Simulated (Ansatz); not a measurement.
The system is Mn3Si.

```xyz
4
Lattice="0.0000 2.8610 2.8610 2.8610 0.0000 2.8610 2.8610 2.8610 0.0000" Properties=species:S:1:pos:R:3 pbc="T T T"
Mn    4.2915    4.2915    4.2915
Mn    1.4305    1.4305    1.4305
Mn    2.8610    2.8610    2.8610
Si    0.0000    0.0000    0.0000
```

Program: Ansatz 0.2.0. Alike in all runs: spin collinear, ferromagnetic start; cell as given; k mesh 8 × 8 × 8; smearing fermi-dirac 0.05 eV.

Problem. Order these runs on this cell by their pressure, lowest first.
A. level PBEsol; potentials or basis all-electron LAPW, non-relativistic; cutoff (eV) 282; basis error allowed 0.002 eV/atom
B. level LDA; potentials or basis all-electron LAPW, scalar-relativistic; cutoff (eV) 282; basis error allowed 0.002 eV/atom
C. level PBEsol; potentials or basis all-electron LAPW, scalar-relativistic; cutoff (eV) 305; basis error allowed 0.001 eV/atom

Solution. B (-23.3 GPa), C (-15.9 GPa), A (-13.6 GPa).

Caveats: so large a pressure means that the cell lies far from this level's equilibrium, or that cutoff or potentials fall short (some runs).

Not every run made on this cell is shown here.
